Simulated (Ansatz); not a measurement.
Input and command of a plane-wave DFT calculation in Ansatz:

```yaml
crystal:
  lattice:
    - [-0.2219127173, 1.9972144556, 1.9972144556]
    - [1.9972144556, -0.2219127173, 1.9972144556]
    - [1.9972144556, 1.9972144556, -0.2219127173]
  atoms:
    - { symbol: Mg, position: [0.0, 0.0, 0.0] }
    - { symbol: O, position: [0.5, 0.5, 0.5] }
basis:
  ecutwfc: 500
kpoints:
  mp_grid: { grid: [10, 10, 10] }
hamiltonian:
  xc: r2scan
scf:
  occupations: { method: gaussian, width: 0.05 }
output:
  forces: true
  stress: true
  eigenvalues: true
```

```bash
ansatz run input.yaml --threads 1 --pin off --max-ram 2560MiB --backend cpu --events-out ev --progress --plain --runs-dir out
```

Processor: Arm Neoverse V1, 1 thread, on a host shared with other jobs.

Q: Estimate time, memory and problem size.

A: About 3.7 s on 1 thread of Arm Neoverse V1, on a shared host, peak memory 0.34 GiB. It solves 12 bands at 116 k points (the mesh reduced by symmetry) with about 481 plane waves, in 6 SCF iterations.
